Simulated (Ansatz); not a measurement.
Results of PBE-D3(BJ) (Ansatz, a program for electronic structure, plane waves, PAW) for L1₀ (CuAu-type) CoPt.

Numerical settings: plane-wave cutoff 520 eV, 20×20×16 k mesh (along the axes of the cell as run), Fermi–Dirac smearing 0.05 eV, spin-polarised with parallel moments, scalar-relativistic PAW data made under PBE.

The volume scan:

| V (Å³/atom) | E − E_lowest (meV/atom) | P (GPa) |
|---|---|---|
| 12.577 | 16.91 | 10.79 |
| 12.839 | 4.05 | 5.06 |
| 13.101 | 0.00 | -0.01 |
| 13.363 | 3.77 | -4.51 |
| 13.625 | 14.48 | -8.50 |

### Question
Estimate the bulk modulus from the pressures at 12.839 and 13.363 Å³/atom, and compare it with a fit to all energies.

### Answer
B = −V dP/dV. Between V = 12.839 and 13.363 Å³/atom, dP/dV = (-4.51 − (5.06))/(13.363 − 12.839) = -18.3 GPa per Å³/atom; at the midpoint 13.101 Å³/atom this gives B ≈ 239 GPa. The third-order Birch–Murnaghan fit gives V0 = 13.100 Å³/atom, B0 = 239 GPa, B′ = 5.0, which lies within 1 % of that estimate.

Shape and atoms are relaxed at each volume.

Note: the bulk modulus comes from volumes at which shape and atoms were relaxed.

Spin–orbit coupling is not included.

Computed values are for the static lattice.
